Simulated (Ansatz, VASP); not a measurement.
HfN in VASP and in Ansatz

```
Hf N
1.0
     2.82503    0.00000    0.00000
     0.00000    2.82503    0.00000
     0.00000    0.00000    2.82503
Hf N
1 1
Direct
  0.50000 0.50000 0.50000
  0.00000 0.00000 0.00000
```

The cell was built by a generator and needn't be a form met in nature.

Alike in both runs: task single point; functional PBE; k mesh 9 × 9 × 9; occupations fermi-dirac, width 0.05 eV; no spin polarisation.

```csv
,VASP,Ansatz
version,VASP 6.6.1,Ansatz 0.2.0
potentials or method,"VASP PAW PBE potentials, release 64 (Hf_pv, N)",Ansatz PAW
plane-wave cutoff (eV),520,420
valence electrons in the cell,15,31
```

VASP gave:

- gap on the k mesh at the Fermi level (eV): none
- pressure (GPa): -2.5

**Question.** Which values does Ansatz return?

**Answer.** gap on the k mesh at the Fermi level (eV): none; pressure (GPa): 0.1.

A gap of «none» marks a metal or a gap that the smearing closes. The two sets of potentials don't hold the same shells in valence.

Caveats: the pressure holds a Pulay correction of +0.4 GPa for the finite cutoff (Ansatz). Spin-orbit coupling is left out, which matters for the levels of Hf.
